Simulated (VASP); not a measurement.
Here is a VASP 6.6.1 calculation.

POSCAR

```
FeSi2
1.0
    2.6840000000      0.0000000000      0.0000000000
    0.0000000000      2.6840000000      0.0000000000
    0.0000000000      0.0000000000      5.1280000000
Fe Si
1 2
Direct
    0.0000000000      0.0000000000      0.0000000000
    0.5000000000      0.5000000000      0.7300000000
    0.5000000000      0.5000000000      0.2700000000
```

The input INCAR.step1:

```
SYSTEM = FeSi2
ALGO = Fast ; EDIFF = 1E-7
ENCUT = 520 ; GGA = PS
ISIF = 2 ; ISMEAR = 0
ISPIN = 2 ; LASPH = .True.
LCHARG = .True. ; LMAXMIX = 4
LREAL = .False. ; LWAVE = .False.
MAGMOM = 3 0 0 ; NELM = 100
PREC = Accurate ; SIGMA = 0.02
```

File KPOINTS.step1:

```
k-points
0
Gamma
  10 10 5
  0 0 0
```

INCAR.step2

```
SYSTEM = FeSi2
ALGO = Fast ; EDIFF = 1E-7
ENCUT = 520 ; GGA = PS
ICHARG = 11 ; ISIF = 2
ISMEAR = -5 ; ISPIN = 2
LASPH = .True. ; LCHARG = .False.
LMAXMIX = 4 ; LORBIT = 10
LREAL = .False. ; LWAVE = .False.
MAGMOM = 3 0 0 ; NEDOS = 2001
NELM = 100 ; PREC = Accurate
SIGMA = 0.02
```

The input KPOINTS.step2:

```
k-points
0
Gamma
  15 15 8
  0 0 0
```

Potentials or basis: VASP PAW PBE potentials, release 64 (Fe, Si).

Launch:

```sh
$ cat potpaw_PBE.64/Fe/POTCAR potpaw_PBE.64/Si/POTCAR > POTCAR
$ cp INCAR.step1 INCAR
$ cp KPOINTS.step1 KPOINTS
$ mpirun -np 1 vasp_std > vasp.out
$ cp INCAR.step2 INCAR
$ cp KPOINTS.step2 KPOINTS
$ mpirun -np 1 vasp_std > vasp.out
```

(1) Estimate the site moments.

(2) What does it give for the net moment?

Results:

(1) Fe +0.07; Si -0.00 μB.

(2) 0.10 μB per cell.
